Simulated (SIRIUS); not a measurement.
Cu in SIRIUS: convergence with density cutoff

Cu:

```xyz
1
Lattice="0.0000 1.8075 1.8075 1.8075 0.0000 1.8075 1.8075 1.8075 0.0000" Properties=species:S:1:pos:R:3 pbc="T T T"
Cu    0.0000    0.0000    0.0000
```

| Property | Result |
| --- | --- |
| Program | SIRIUS 7.10.0 |
| Task | single point |
| Functional | PBEsol |
| Potentials or basis | GBRV 1.5 PBEsol (ultrasoft) |
| Cutoff | 557 eV |
| Density cutoff | 2667 eV |
| k mesh | 13 × 13 × 13 |
| Occupations | gaussian, width 0.05 eV |
| Spin | no spin polarisation |

These are the settings of the first run; the series varies density cutoff, with any setting tied to it.

Hardware: 1 thread of Arm Neoverse V1, on a shared host.

```csv
density cutoff,"energy less the tightest run, at zero smearing (meV/atom)",SCF cycles,CPU time (s),peak memory (GiB)
2666.7 eV,0.61,25,26,0.16
3483.1 eV,0.24,25,25,0.17
4408.2 eV,0.24,25,25,0.18
5442.3 eV,0.18,25,26,0.19
7197.4 eV,0.09,25,26,0.21
9197.4 eV,0.02,24,27,0.24
12245.1 eV,0.00,25,30,0.29
```

Against the tightest run, the energy stays within 1 meV/atom from 2666.7 eV on. The tightest run that finished is the yardstick and may itself not be fully converged.
